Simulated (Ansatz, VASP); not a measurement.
**Sb in VASP and in Ansatz**

```
Sb
1.0
     3.57840    0.00000    0.00000
    -1.78920    3.09898    0.00000
     0.00000    0.00000   11.54104
Sb
4
Direct
  0.00000 0.00000 0.00000
  0.00000 0.00000 0.50000
  0.33333 0.66667 0.75000
  0.66667 0.33333 0.25000
```

Alike in both runs: task single point; functional PBEsol; k mesh 6 × 6 × 2; occupations gaussian, width 0.1 eV; no spin polarisation.

|  | VASP | Ansatz |
| --- | --- | --- |
| version | VASP 6.6.1 | Ansatz 0.2.0 |
| potentials or method | VASP PAW PBE potentials, release 64 (Sb) | scalar-relativistic, plane waves, PAW |
| plane-wave cutoff (eV) | 520 | 420 |
| valence electrons in the cell | 20 | 60 |

VASP gave:

```
gap on the k mesh at the Fermi level (eV)       : none
pressure (GPa)                                  : -8.9
largest component of the traceless stress (GPa) : 2.04
```

Q: Estimate Ansatz's values.

A: gap on the k mesh at the Fermi level (eV): none; pressure (GPa): -8.8; largest component of the traceless stress (GPa): 2.04.

A gap of «none» marks a metal or a gap that the smearing closes. The functional is the same, so the differences come from potentials, cutoffs and numerics. The two sets of potentials don't hold the same shells in valence.

Caveats: the PAW data sets were made with another functional, which shifts forces and pressure a little (VASP). Spin-orbit coupling is left out, which matters for the levels of Sb.
